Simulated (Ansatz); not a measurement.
**TaN (P-6m2), a vibration from a frozen displacement**

These are results of Ansatz 0.2.0, DFT r2SCAN, scalar-relativistic, plane waves, PAW, not measurements. Settings: plane waves to 500 eV, k-mesh 18×18×16 (Γ-centred), Gaussian smearing 0.15 eV. Spin–orbit coupling is left out, which matters for the heavy elements here. No spin polarisation. Energies are free energies at this smearing, counted from the undisturbed cell; pressure is positive in compression.

The undisturbed cell (as given, not relaxed at this level; it stands at -0.2 GPa; this form isn't the usual structure):

```yaml
crystal:
  lattice:
    - [2.93800, 0.00000, 0.00000]
    - [-1.46900, 2.54438, 0.00000]
    - [0.00000, 0.00000, 2.88300]
  atoms:
    - { symbol: Ta, position: [0.33333, 0.66667, 0.50000] }
    - { symbol: N, position: [0.00000, 0.00000, 0.00000] }
```

Every Ta atom is moved by x along the Cartesian unit vector (0.000, -0.762, -0.648); the cell and all other atoms stay fixed. The cell's volume is 21.55 Å³; the moved atoms weigh 180.948 u together and the others 14.007 u.

| x (Å) | ΔE (meV/cell) | total force on the moved atoms along the move (eV/Å) | pressure (GPa) |
| --- | --- | --- | --- |
| -0.1000 | 68.67 | 1.3740 | 1.4378 |
| -0.0750 | 38.64 | 1.0295 | 0.7082 |
| -0.0500 | 17.19 | 0.6865 | 0.1837 |
| -0.0250 | 4.30 | 0.3440 | -0.1330 |
| 0.0000 | 0.00 | 0.0000 | -0.2392 |
| 0.0250 | 4.33 | -0.3474 | -0.1318 |
| 0.0500 | 17.41 | -0.7004 | 0.1930 |
| 0.0750 | 39.42 | -1.0615 | 0.7395 |
| 0.0875 | 53.84 | -1.2460 | 1.0975 |
| 0.1000 | 70.58 | -1.4337 | 1.5128 |

Problem. What frequency belongs to this motion?

Solution. The force constant is k = −dF/dx = 13.829 eV/Å², from the parabola through x = -0.0250, 0 and 0.0250. In every cell the moved atoms swing against the rest, so the mass is μ = m₁m₂/(m₁ + m₂) = 13.001 u, and ν̃ = 521.5 cm⁻¹ × √(|k|/μ) = 538 cm⁻¹. The pattern needn't be a normal mode: ν̃² is then a weighted mean of the squared nonzero frequencies at the zone centre of this cell, so it lies between the lowest and the highest of them.

Problem. How far does the harmonic law reach?

Solution. At x = -0.100 Å, kx²/2 = 69.14 meV against the computed 68.67 meV (-0.7 %): the well is still close to harmonic there.

In a metal these slopes depend on the k mesh and the smearing.